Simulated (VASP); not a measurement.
# Ta (Im-3m) in VASP: further runs

Runs on Ta. Level: PBE+D3(BJ). Tasks: relaxation of cell and atoms.

Everything below comes from runs of VASP 6.6.1. Logs are shortened: lines on timing, memory, paths and dates and some standing lists are left out, and cuts for length are marked.

## 1. Starting point

It takes space group Im-3m (No. 229, cubic). Conventional cell: a = 3.303 Å, b = 3.303 Å, c = 3.303 Å, α = 90.00°, β = 90.00°, γ = 90.00°. Around Ta (site symmetry m-3m) lie 8 Ta at 2.86 Å.

## 2. Relaxation of cell and atoms, PBE+D3(BJ)

INCAR

```
  PREC = Accurate
  ENCUT = 520
  EDIFF = 1E-7
  ISMEAR = 0
  SIGMA = 0.1
  LREAL = False
  LASPH = True
  NELM = 60
  ALGO = Normal
  ISIF = 3
  LWAVE = False
  LCHARG = False
  GGA = PE
  IVDW = 12
  IBRION = 2
  NSW = 80
  EDIFFG = -0.002
```

KPOINTS

```
regular mesh
0
Gamma
  18 18 18
```

POSCAR

```
Ta
1.0
   -1.6512800000      1.6512800000      1.6512800000
    1.6512800000     -1.6512800000      1.6512800000
    1.6512800000      1.6512800000     -1.6512800000
Ta
1
Direct
    0.0000000000      0.0000000000      0.0000000000
```

Potentials or basis: VASP PAW PBE potentials, release 64 (Ta_pv).

On the command line:

```console
$ cat potpaw_PBE.64/Ta_pv/POTCAR > POTCAR
$ mpirun -np 1 vasp_std > vasp.out
```

OUTCAR:

```text
PREC = Accurate
   ENCUT = 520
   EDIFF = 1E-7
   ISMEAR = 0
   LREAL = False
   LASPH = True
   NELM = 60
   ISIF = 3
   GGA = PE
   IVDW = 12
   IBRION = 2
   NSW = 80
   EDIFFG = -0.002
 IVDW          = 12

 ion  position               nearest neighbor table
   1  0.000  0.000  0.000-

  LATTYP: Found a body centered cubic cell.
 ALAT       =     3.3025600000

  Lattice vectors:

 A1 = (  -1.6512800000,   1.6512800000,   1.6512800000)
 A2 = (   1.6512800000,  -1.6512800000,   1.6512800000)
 A3 = (   1.6512800000,   1.6512800000,  -1.6512800000)

Analysis of symmetry for initial positions (statically):
=====================================================================
 Subroutine PRICEL returns:
 Original cell was already a primitive cell.

 Routine SETGRP: Setting up the symmetry group for a
 body centered cubic supercell.

 Subroutine GETGRP returns: Found 48 space group operations
 (whereof 48 operations were pure point group operations)
 out of a pool of 48 trial point group operations.

The static configuration has the point symmetry O_h .

Analysis of symmetry for dynamics (positions and initial velocities):
=====================================================================
 Subroutine PRICEL returns:
 Original cell was already a primitive cell.

 Routine SETGRP: Setting up the symmetry group for a
 body centered cubic supercell.

 Subroutine GETGRP returns: Found 48 space group operations
 (whereof 48 operations were pure point group operations)
 out of a pool of 48 trial point group operations.

The dynamic configuration has the point symmetry O_h .

 Subroutine INISYM returns: Found 48 space group operations
 (whereof 48 operations are pure point group operations),
 and found     1 'primitive' translations

----------------------------------------------------------------------------------------

                                     Primitive cell

  volume of cell :      18.0104

  direct lattice vectors                    reciprocal lattice vectors
    -1.651280000  1.651280000  1.651280000     0.000000000  0.302795407  0.302795407
     1.651280000 -1.651280000  1.651280000     0.302795407  0.000000000  0.302795407
     1.651280000  1.651280000 -1.651280000     0.302795407  0.302795407  0.000000000

  length of vectors
     2.860100858  2.860100858  2.860100858     0.428217371  0.428217371  0.428217371

  position of ions in fractional coordinates (direct lattice)
     0.000000000  0.000000000  0.000000000

  ion indices of the primitive-cell ions
   primitive index   ion index
                 1           1

----------------------------------------------------------------------------------------

 KPOINTS: regular mesh

Automatic generation of k-mesh.
 Grid dimensions read from file:
 generate k-points for:   18   18   18

 Generating k-lattice:

  Cartesian coordinates                     Fractional coordinates (reciprocal lattice)
     0.000000000  0.016821967  0.016821967     0.055555556  0.000000000  0.000000000
     0.016821967  0.000000000  0.016821967     0.000000000  0.055555556  0.000000000
     0.016821967  0.016821967  0.000000000     0.000000000  0.000000000  0.055555556

  Length of vectors
     0.023789854  0.023789854  0.023789854

  Shift w.r.t. Gamma in fractional coordinates (k-lattice)
     0.000000000  0.000000000  0.000000000

 Subroutine IBZKPT returns following result:
 ===========================================

 Found    195 irreducible k-points:

 Following reciprocal coordinates:
            Coordinates               Weight
  0.000000  0.000000  0.000000      1.000000
  0.055556  0.000000  0.000000     12.000000
  0.111111  0.000000  0.000000     12.000000
  0.166667  0.000000  0.000000     12.000000
  0.222222  0.000000  0.000000     12.000000
  0.277778  0.000000  0.000000     12.000000
[... 16 lines left out ...]
  0.333333  0.111111  0.000000     48.000000
  0.388889  0.111111  0.000000     48.000000
 [... further k-points ...]
   k-points           NKPTS =    195   k-points in BZ     NKDIM =    195   number of bands    NBANDS=      9
   number of dos      NEDOS =    301   number of ions     NIONS =      1
   total plane-waves  NPLWV =  13824
   dimension x,y,z NGX =    24 NGY =   24 NGZ =   24
   dimension x,y,z NGXF=    48 NGYF=   48 NGZF=   48
   ions per type =               1
   NGX,Y,Z   is equivalent  to a cutoff of  13.95, 13.95, 13.95 a.u.
   NGXF,Y,Z  is equivalent  to a cutoff of  27.90, 27.90, 27.90 a.u.
 SYSTEM =  unknown system
   PREC   = accura    normal or accurate (medium, high low for compatibility)
   ISTART =      0    job   : 0-new  1-cont  2-samecut
   ICHARG =      2    charge: 1-file 2-atom 10-const
   ISPIN  =      1    spin polarized calculation?
   LNONCOLLINEAR =      F non collinear calculations
   LSORBIT =      F    spin-orbit coupling
   LASPH  =      T    aspherical Exc in radial PAW
   ENCUT  =  520.0 eV  38.22 Ry    6.18 a.u.   5.32  5.32  5.32*2*pi/ulx,y,z
   NELM   =     60;   NELMIN=  2; NELMDL= -5     # of ELM steps
   EDIFF  = 0.1E-06   stopping-criterion for ELM
   LREAL  =      F    real-space projection
   EDIFFG = -.2E-02   stopping-criterion for IOM
   NSW    =     80    number of steps for IOM
   IBRION =      2    ionic relax: 0-MD 1-quasi-New 2-CG
   NFREE  =      1    steps in history (QN), initial steepest desc. (CG)
   ISIF   =      3    stress and relaxation
   ISYM   =      2    0-nonsym 1-usesym 2-fastsym
   POTIM  = 0.5000    time-step for ionic-motion
   TEBEG  =    0.0;   TEEND  =   0.0 temperature during run
   PSTRESS=    0.0 pullay stress
   NELECT =      11.0000    total number of electrons
   NUPDOWN=      -1.0000    fix difference up-down
   EMIN   =  10.00;   EMAX   =-10.00  energy-range for DOS
   EFERMI =   0.00;   METHOD = LEGACY
   ISMEAR =     0;   SIGMA  =   0.10  broadening in eV -4-tet -1-fermi 0-gaus
   EFERMI_NEDOS =   21; number of points for ismear=-14 and -15
   IALGO  =     38    algorithm
   IMIX   =      4    mixing-type and parameters
     AMIX     =   0.40;   BMIX     =  1.00
     AMIX_MAG =   1.60;   BMIX_MAG =  1.00
  volume/ion in A,a.u.               =      18.01       121.54
  Fermi-wavevector in a.u.,A,eV,Ry     =   1.388988  2.624806 26.249534  1.929286
  Thomas-Fermi vector in A             =   2.513061
   LORBIT       =      0    0 simple, 1 ext, 2 COOP (PROOUT), +10 PAW based schemes
   GGA     = PE    functional components
   LHFCALC =     F    Hartree Fock is set to
   AEXX    =    0.0000 exact exchange contribution
   IVDW    =    12    specifies the selected vdW correction
   LEPSILON=     F    determine dielectric tensor
   LRPA    =     F    only Hartree local field effects (RPA)
 conjugate gradient relaxation of ions
 non-spin polarized calculation
 Gauss-broadening in eV      SIGMA  =   0.10
  energy-cutoff  :      520.00
  volume of cell :       18.01
 maximum number of plane-waves:       498
 NGX is ok and might be reduce to    24
   NGX = 11   NGY = 11   NGZ = 11

--------------------------------------- Ionic step        1  -------------------------------------------

 number of electron      11.0000002 magnetization

 Free energy of the ion-electron system (eV)
  ---------------------------------------------------
  ext. energy  EPLUGINS =         0.00000000
  ---------------------------------------------------
  free energy    TOTEN  =       -11.81363491 eV

  energy without entropy =      -11.80757936  energy(sigma->0) =      -11.81060713

------------------------ aborting loop because EDIFF is reached ----------------------------------------

 Edisp (eV)   -0.66247

 E8    (eV) :    -0.3469

  FORCE on cell =-STRESS in cart. coord.  units (eV):
  Direction    XX          YY          ZZ          XY          YZ          ZX
  --------------------------------------------------------------------------------------
  -------------------------------------------------------------------------------------
  Total      -0.34363    -0.34363    -0.34363     0.00000     0.00000    -0.00000
  in kB     -30.56844   -30.56844   -30.56844     0.00000     0.00000    -0.00000
  external pressure =      -30.57 kB  Pullay stress =        0.00 kB
[... 176 lines left out ...]
  energy  without entropy=      -12.4727571115  energy(sigma->0) =      -12.47575782

--------------------------------------- Ionic step        6  -------------------------------------------

 number of electron      11.0000002 magnetization

 Free energy of the ion-electron system (eV)
  ---------------------------------------------------
  ext. energy  EPLUGINS =         0.00000000
  ---------------------------------------------------
  free energy    TOTEN  =       -11.80567018 eV

  energy without entropy =      -11.79967093  energy(sigma->0) =      -11.80267055

 E-fermi :   5.6246     XC(G=0): -12.6966

 val. band max:        5.6205476514   @ k =   0.1111   0.0556   0.0556
 cond. band min:       5.6277877838   @ k =   0.3333   0.0000   0.0000
 fundamental gap:      0.0072401324
 Fermi energy:         5.6245740664

 k-point     1 :       0.0000    0.0000    0.0000
  band No.  band energies     occupation
      1     -27.3948      2.00000
      2     -27.3948      2.00000
      3     -27.3948      2.00000
      4      -2.3636      2.00000
      5       6.3485      0.00000
      6       6.3485      0.00000
      7       6.3485      0.00000
      8       9.6764      0.00000
      9       9.6764      0.00000
[... 265 lines left out ...]
 k-point    24 :       0.3889    0.1111    0.0000
  band No.  band energies     occupation
      1     -28.5530      2.00000
      2     -27.8265      2.00000
      3     -27.4572      2.00000
      4       1.5706      2.00000
      5       4.1508      2.00000
      6       6.3126      0.00000
      7       9.4309      0.00000
      8      10.7558      0.00000
      9      13.6612      0.00000

 [... further k-points ...]

------------------------ aborting loop because EDIFF is reached ----------------------------------------

 Edisp (eV)   -0.67309

 E8    (eV) :    -0.3525

  FORCE on cell =-STRESS in cart. coord.  units (eV):
  Direction    XX          YY          ZZ          XY          YZ          ZX
  --------------------------------------------------------------------------------------
  -------------------------------------------------------------------------------------
  Total       0.00106     0.00106     0.00106    -0.00000     0.00000    -0.00000
  in kB       0.09566     0.09566     0.09566    -0.00000     0.00000    -0.00000
  external pressure =        0.10 kB  Pullay stress =        0.00 kB
[... 16 lines left out ...]
  FREE ENERGIE OF THE ION-ELECTRON SYSTEM (eV)
  ---------------------------------------------------
  free  energy   TOTEN  =       -12.4787603066 eV

  energy  without entropy=      -12.4727610588  energy(sigma->0) =      -12.47576068

 reached required accuracy - stopping structural energy minimisation
```

Run time: 1.7 min. Hardware: 1 thread of AMD EPYC 7R13 (Zen 3), shared host; peak memory 0.15 GiB.

Results:

```
Free energy                            : -12.4788 eV
Relaxed volume                         : 17.74 Å³/atom
Relaxed cell                           : a = 2.846 Å, b = 2.846 Å, c = 2.846 Å, α = 109.47°, β = 109.47°, γ = 109.47°
Space group after relaxing (to 0.05 Å) : Im-3m (No. 229)
Energy gained by relaxing              : 2.7 meV/atom
Ionic steps                            : 6
Pressure after relaxing                : 0.0 GPa
Band gap on the k mesh                 : none (metal or under the smearing width)
Dispersion energy per atom             : -0.673 eV
```

Step by step:
| step | energy change (eV) | largest force (eV/Å) | pressure (GPa) | volume (Å³) |
| --- | --- | --- | --- | --- |
| 1 | 0.0000 | 0.0000 | -3.06 | 18.01 |
| 2 | 0.0115 | 0.0000 | 7.69 | 17.13 |
| 3 | -0.0027 | 0.0000 | -0.02 | 17.74 |
| 4 | -0.0027 | 0.0000 | 0.04 | 17.73 |
| 5 | -0.0027 | 0.0000 | -0.07 | 17.74 |
| 6 | -0.0027 | 0.0000 | 0.01 | 17.74 |

Final structure:
```
Ta
1.0
    -1.64286    1.64286    1.64286
     1.64286   -1.64286    1.64286
     1.64286    1.64286   -1.64286
Ta
1
Direct
  0.00000 0.00000 0.00000
```

Levels at points of the mesh, in eV from the Fermi level:
```tsv
k point	band 1	band 2	band 3	band 4	band 5	band 6	band 7	band 8	band 9
(0.00, 0.00, 0.00)	-33.02	-33.02	-33.02	-7.99	0.72	0.72	0.72	4.05	4.05
(0.50, 0.00, 0.00)	-34.25	-33.42	-33.03	-4.46	-1.60	1.65	3.94	4.99	7.94
(0.50, 0.50, 0.50)	-33.88	-33.88	-33.88	-3.91	-3.91	6.95	6.95	6.95	8.79
```

Caveat: pairwise dispersion overbinds metals, which lowers pressure and volume. Spin-orbit coupling is left out, which matters for the levels of Ta.

## 3. Relaxation of cell and atoms, PBE+D3(BJ)

This run uses another cell than the first one, of 17.74 Å³/atom, 0.985 times its volume.

INCAR is that of step 2.

KPOINTS is that of step 2.

POSCAR

```
Ta                                      
1.0
   -1.6428589640      1.6428589640      1.6428589640
    1.6428589640     -1.6428589640      1.6428589640
    1.6428589640      1.6428589640     -1.6428589640
  Ta            
     1
Direct
     0.0000000000000000    0.0000000000000000    0.0000000000000000
```

Potentials or basis: VASP PAW PBE potentials, release 64 (Ta_pv).

On the command line:

```console
$ cat potpaw_PBE.64/Ta_pv/POTCAR > POTCAR
$ mpirun -np 1 vasp_std > vasp.out
```

It took 22 s on 1 thread of AMD EPYC 7R13 (Zen 3), shared host; peak memory 0.14 GiB.

The run converged. Its results:

```
Free energy                : -12.4787 eV
Pressure after relaxing    : 0.0 GPa
Band gap on the k mesh     : none (metal or under the smearing width)
Dispersion energy per atom : -0.673 eV
```

Final structure:
```
CELL_PARAMETERS angstrom
-1.64286 1.64286 1.64286
1.64286 -1.64286 1.64286
1.64286 1.64286 -1.64286
ATOMIC_POSITIONS crystal
Ta 0.00000 0.00000 0.00000
```

Levels at points of the mesh, in eV from the Fermi level:
| k point | band 3 | band 4 | band 5 | band 6 | band 7 | band 8 |
| --- | --- | --- | --- | --- | --- | --- |
| (0.00, 0.00, 0.00) | -33.02 | -7.99 | 0.72 | 0.72 | 0.72 | 4.05 |
| (0.50, 0.00, 0.00) | -33.03 | -4.46 | -1.60 | 1.65 | 3.94 | 4.99 |
| (0.50, 0.50, 0.50) | -33.88 | -3.91 | -3.91 | 6.95 | 6.95 | 6.95 |

Caveat: the relaxation stopped at its first step, so nothing moved; pairwise dispersion overbinds metals, which lowers pressure and volume. The run has no spin-orbit coupling, so splittings on Ta are missing.
